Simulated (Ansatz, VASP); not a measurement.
Two plane-wave programs on Cu

File INCAR:

```
ALGO = Normal ; EDIFF = 1E-7
ENCUT = 520 ; GGA = PS
ISIF = 2 ; ISMEAR = 1
LASPH = True ; LCHARG = False
LREAL = False ; LWAVE = False
NBANDS = 12 ; NELM = 80
PREC = Accurate ; SIGMA = 0.1
```

Contents of KPOINTS:

```
k-points
0
Gamma
  14 14 14
```

The input POSCAR:

```
Cu
1.0
   -1.4802851239      1.4802851239      1.4118397081
    1.4802851239     -1.4802851239      1.4118397081
    1.4802851239      1.4802851239     -1.4118397081
Cu
1
Direct
    0.0000000000      0.0000000000      0.0000000000
```

Input for Ansatz:

```yaml
crystal:
  lattice:
    - [-1.4802851239354888, 1.4802851239354888, 1.4118397081007952]
    - [1.4802851239354888, -1.4802851239354888, 1.4118397081007952]
    - [1.4802851239354888, 1.4802851239354888, -1.4118397081007952]
  atoms:
    - { symbol: Cu, position: [0.0, 0.0, 0.0] }
basis:
  ecutwfc: 500.0
kpoints:
  mp_grid:
    grid: [14, 14, 14]
hamiltonian:
  xc: pbesol
scf:
  occupations:
    method: methfessel_paxton
    width: 0.1
output:
  stress: true
```

This isn't the form of Cu at room conditions, which is fcc.

Alike in both runs: task single point; functional PBEsol; k mesh 14 × 14 × 14; occupations methfessel-paxton of order 1, width 0.1 eV; no spin polarisation.

```csv
,VASP,Ansatz
version,VASP 6.6.1,Ansatz 0.2.0
potentials or method,"VASP PAW PBE potentials, release 64 (Cu)","plane waves, PAW"
plane-wave cutoff (eV),520,500
valence electrons in the cell,11,19
```

|  | VASP | Ansatz | Ansatz less VASP |
| --- | --- | --- | --- |
| pressure (GPa) | -10.9 | -11.6 | -0.71 |
| largest component of the traceless stress (GPa) | 0.36 | 0.36 | +0.002 |

With one functional, cell and mesh, what is left measures potentials, basis and numerics. The two sets of potentials don't hold the same shells in valence.

Caveats: the PAW data sets were made with another functional, which shifts forces and pressure a little (VASP).
